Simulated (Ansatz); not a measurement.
# A computed series for InN: response to strain

Start from InN in the wurtzite structure (space group P6_3mc, No. 186).

```
InN
1.0
    3.53693     0.00000     0.00000
   -1.76847     3.06307     0.00000
    0.00000     0.00000     5.71356
In N
2 2
Direct
  0.66667   0.33333   0.00203
  0.33333   0.66667   0.50203
  0.66667   0.33333   0.62317
  0.33333   0.66667   0.12317
```

Cartesian axes are those of the cell as printed.

Strains are applied to the cell and any free atomic positions relax; under biaxial strain the out-of-plane vector relaxes too.

Level of theory: PBEsol (Ansatz, a quantum-chemistry and plane-wave program), spin-orbit coupling left out.

Notes on the quantities. pressure: mean of the normal stresses, compression positive.

```csv
case,pressure,space group,shortest interatomic distance
base,0.0 GPa,P6_3mc (No. 186),2.156 Å
"biaxial strain −4.37 %, plane normal [001], relaxed out of plane",8.2 GPa,P6_3mc (No. 186),2.117 Å
"biaxial strain −2.49 %, plane normal [001], relaxed out of plane",4.5 GPa,P6_3mc (No. 186),2.132 Å
isotropic strain +0.44 %,-1.7 GPa,P6_3mc (No. 186),2.166 Å
uniaxial strain ε_yy = −0.44 %,0.6 GPa,Cmc2_1 (No. 36),2.152 Å
uniaxial strain ε_yy = +1.41 %,-1.9 GPa,Cmc2_1 (No. 36),2.166 Å
```

The mesh was chosen for an insulator and is coarse for the gapless case. Stability against distortions was not tested. All final runs are without spin polarisation.
